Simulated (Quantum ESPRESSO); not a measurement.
**H under changes of volume**

One of the cells (6.884 Å³/atom); the others are scaled copies at fixed shape and fractional positions:

```
H
1.0
     2.64964    0.00000    0.00000
     0.00000    2.64964    0.00000
     0.00000    0.00000    0.98049
H
1
Direct
  0.00000 0.00000 0.50000
```

```yaml
Program: Quantum ESPRESSO 7.5
Functional: PBE
Potentials_or_basis: SSSP 1.3 efficiency PBE
Cutoff: 816 eV
Density_cutoff: 6531 eV
k_mesh: 10 × 10 × 26
Occupations: fermi-dirac, width 0.05 eV
Spin: no spin polarisation
```

| volume (Å³/atom) | energy over the lowest point (meV/atom) | pressure (GPa) |
| --- | --- | --- |
| 6.471 | 9.89 | 4.5 |
| 6.608 | 6.41 | 3.5 |
| 6.746 | 3.74 | 2.6 |
| 6.884 | 1.82 | 1.8 |
| 7.021 | ? | ? |
| 7.159 | 0.00 | 0.3 |
| 7.297 | 0.01 | -0.4 |

Question: What does the run at 7.021 Å³/atom give?

Answer: Energy over the lowest point 0.59 meV/atom; pressure 1.0 GPa.

Worked out: A Birch-Murnaghan fit of order 3 (a polynomial in V^(-2/3)) to the other rows has its minimum at 7.23 Å³/atom with B0 = V·E''(V) = 35 GPa and B' = 3.3 at fixed shape and positions, which overstates the stiffness. It gives 0.60 meV/atom at 7.021 Å³/atom, against the run's 0.59, and -dE/dV = 1.0 GPa, against 1.0.

Energies are extrapolated to zero smearing.
